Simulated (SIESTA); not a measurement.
Runs of SIESTA 5.4.2 on Sb. The structure is cubic, space group Pm-3m (No. 221). The conventional cell has a = 3.160 Å, b = 3.160 Å, c = 3.160 Å, α = 90.00°, β = 90.00°, γ = 90.00°. Around Sb (site symmetry m-3m) lie 6 Sb at 3.16 Å. This isn't the form of Sb at room conditions, which is rhombohedral.

```tsv
level	potentials or basis	gap on the mesh (eV)	pressure (GPa)	relaxed volume (Å³/atom)
LDA	PseudoDojo 0.4 standard (LDA files), DZP (energy shift 0.003 Ry; two zetas on semicore shells)	none	0.0	28.79
BLYP	PseudoDojo 0.4 standard (PBE files), DZP (energy shift 0.003 Ry; two zetas on semicore shells)	none	0.1	33.07
RPBE	PseudoDojo 0.4 standard (PBE files), DZP (energy shift 0.003 Ry; two zetas on semicore shells)	none	0.0	31.39
PW91	PseudoDojo 0.4 standard (PBE files), DZP (energy shift 0.003 Ry; two zetas on semicore shells)	none	-0.1	(c)
AM05	PseudoDojo 0.4 standard (PBEsol files), DZP (energy shift 0.003 Ry; two zetas on semicore shells)	none	0.0	29.34
PBE	PseudoDojo 0.4 standard (PBE files), DZP (energy shift 0.003 Ry; two zetas on semicore shells)	none	0.1	30.68
PBEsol	PseudoDojo 0.4 standard (PBEsol files), DZP (energy shift 0.003 Ry; two zetas on semicore shells)	none	0.0	(a)
revPBE	PseudoDojo 0.4 standard (PBE files), DZP (energy shift 0.003 Ry; two zetas on semicore shells)	none	0.0	(b)
WC	PseudoDojo 0.4 standard (PBEsol files), DZP (energy shift 0.003 Ry; two zetas on semicore shells)	none	0.0	29.49
```

Alike in all rows: task relaxation of cell and atoms; no spin polarisation; cell relaxed; k mesh 8 × 8 × 8; smearing fermi-dirac 0.05 eV; grid cutoff 500 Ry; energy shift 0.003 Ry.

Fill in the values left out.

(a) 29.39; (b) 31.24; (c) 30.78.

Caveats: the basis of atomic orbitals isn't converged, which shifts pressures, moduli and gaps; the potentials were made for another functional, which shifts forces and pressure (some runs).

A k mesh can miss the band edges, and the runs leave out spin-orbit coupling on Sb.

A gap of «none» marks a metal or a gap under the smearing width.
